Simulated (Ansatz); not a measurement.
# CdSe (Pm-3n) at 2 levels of theory

One geometry, relaxed with PBE; plane waves with PAW potentials in Ansatz, scalar-relativistic. No spin polarisation. Gaps are the least over mesh and band path; pressure is positive in compression.

```
Cd Se
1.0
     7.61659    0.00000    0.00000
     0.00000    7.61659    0.00000
     0.00000    0.00000    7.61659
Cd Se
6 6
Cartesian
  3.8083 0.0000 5.7124
  5.7124 3.8083 0.0000
  0.0000 5.7124 3.8083
  3.8083 0.0000 1.9041
  1.9041 3.8083 0.0000
  0.0000 1.9041 3.8083
  0.0000 3.8083 5.7124
  5.7124 0.0000 3.8083
  3.8083 5.7124 0.0000
  0.0000 3.8083 1.9041
  1.9041 0.0000 3.8083
  3.8083 1.9041 0.0000
```

| level | cutoff (eV) | k mesh | gap (eV) | pressure (GPa) |
| --- | --- | --- | --- | --- |
| PBE | 420 | 4×4×4 | 0.65 | 0.0 |

**Question.** What comes out on the same cell with r2SCAN?

**Answer.**
| level | cutoff (eV) | k mesh | gap (eV) | pressure (GPa) |
| --- | --- | --- | --- | --- |
| r2SCAN | 500 | 4×4×4 | 1.14 | -1.0 |

Another cell of CdSe relaxed alike, in F-43m, lies 73 meV/atom lower, so this cell isn't the stable form at this level.

The cell was found from a structure generator's guess, not taken from experiment.
